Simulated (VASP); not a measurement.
Here is a VASP 6.6.1 calculation.

Contents of INCAR:

```
PREC = Accurate
ENCUT = 520
EDIFF = 1E-8
ISMEAR = -1
SIGMA = 0.15
LREAL = F
LASPH = T
NELM = 100
ALGO = Normal
ISIF = 2
LWAVE = F
LCHARG = F
GGA = PE
IVDW = 12
NBANDS = 11
IBRION = 6
NFREE = 2
POTIM = 0.015
NSW = 1
```

KPOINTS

```
Automatic mesh
0
Gamma
  18 18 10
```

Contents of POSCAR:

```
Si
1.0
    2.6445271534      0.0000000000      0.0000000000
   -1.3222635767      2.2902276958      0.0000000000
    0.0000000000      0.0000000000      4.4834468009
Si
2
Direct
    0.3333333333      0.6666666667      0.2500000000
    0.6666666667      0.3333333333      0.7500000000
```

Potentials or basis: VASP PAW PBE potentials, release 64 (Si).

Run with:

```sh
$ cat potpaw_PBE.64/Si/POTCAR > POTCAR
$ mpirun -np 1 vasp_std > vasp.out
```

Q: Predict the highest phonon frequency at Γ.

A: 309 cm⁻¹.

Q: Predict the most unstable mode.

A: 94i cm⁻¹.

Q: Predict the dispersion energy per atom.

A: -0.458 eV.

Phonon frequencies in cm⁻¹ (negative: imaginary):
```tsv
q point	frequencies
(0.000, 0.000, 0.000)	-94 -94 0 0 0 309
```

Caveat: some modes are imaginary.
